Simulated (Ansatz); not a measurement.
## Bi under changes of volume

One of the cells (31.117 Å³/atom); the others are scaled copies at fixed shape and fractional positions:

```xyz
1
Lattice="-1.9814 1.9814 1.9814 1.9814 -1.9814 1.9814 1.9814 1.9814 -1.9814" Properties=species:S:1:pos:R:3 pbc="T T T"
Bi    0.0000    0.0000    0.0000
```

This isn't the form of Bi at room conditions, which is rhombohedral.

```yaml
Program: Ansatz 0.2.0
Functional: LDA
Potentials_or_basis: all-electron LAPW, scalar-relativistic
Cutoff: 160 eV (chosen from the basis error)
Basis_error_allowed: 0.001 eV/atom
k_mesh: 9 × 9 × 9
Occupations: fermi-dirac, width 0.05 eV
Spin: no spin polarisation
```

```tsv
volume (Å³/atom)	energy over the lowest point (meV/atom)	pressure (GPa)
29.250	0.00	0.2
29.872	1.46	-1.1
30.495	7.85	-2.2
31.117	18.67	-3.3
31.739	?	?
32.362	51.51	-5.0
32.984	72.55	-5.7
```

Problem. What does the run at 31.739 Å³/atom give?

Solution. Energy over the lowest point 33.40 meV/atom; pressure -4.2 GPa.

Worked out: A Birch-Murnaghan fit of order 3 (a polynomial in V^(-2/3)) to the other rows has its minimum at 29.39 Å³/atom with B0 = V·E''(V) = 67 GPa and B' = 5.0. It gives 33.37 meV/atom at 31.739 Å³/atom, against the run's 33.40, and -dE/dV = -4.2 GPa, against -4.2.

Energies are extrapolated to zero smearing.
